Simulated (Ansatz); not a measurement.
## Re under changes of volume

One of the cells (14.811 Å³/atom); the others are scaled copies at fixed shape and fractional positions:

```
CELL_PARAMETERS angstrom
2.76639 0.00000 0.00000
-1.38319 2.39576 0.00000
0.00000 0.00000 8.93885
ATOMIC_POSITIONS crystal
Re 0.66667 0.33333 0.75000
Re 0.00000 0.00000 0.50000
Re 0.33333 0.66667 0.25000
Re 0.00000 0.00000 0.00000
```

- Program: Ansatz 0.2.0
- Functional: PBE
- Potentials or basis: PseudoDojo standard (PBE files)
- Cutoff: 980 eV
- Density cutoff: 3918 eV
- k mesh: 11 × 11 × 3
- Occupations: fermi-dirac, width 0.05 eV
- Spin: no spin polarisation

```csv
volume (Å³/atom),energy over the lowest point (meV/atom),pressure (GPa)
13.922,87.79,29.9
14.218,41.78,20.1
14.515,13.09,11.2
14.811,0.00,3.2
15.107,0.96,-4.0
15.403,14.53,-10.5
15.699,?,?
```

What does the run at 15.699 Å³/atom give?

Energy over the lowest point 39.42 meV/atom; pressure -16.2 GPa.

Worked out: A Birch-Murnaghan fit of order 3 (a polynomial in V^(-2/3)) to the other rows has its minimum at 14.94 Å³/atom with B0 = V·E''(V) = 365 GPa and B' = 4.3 at fixed shape and positions, which overstates the stiffness. It gives 39.44 meV/atom at 15.699 Å³/atom, against the run's 39.42, and -dE/dV = -16.4 GPa, against -16.2.

Energies are extrapolated to zero smearing.
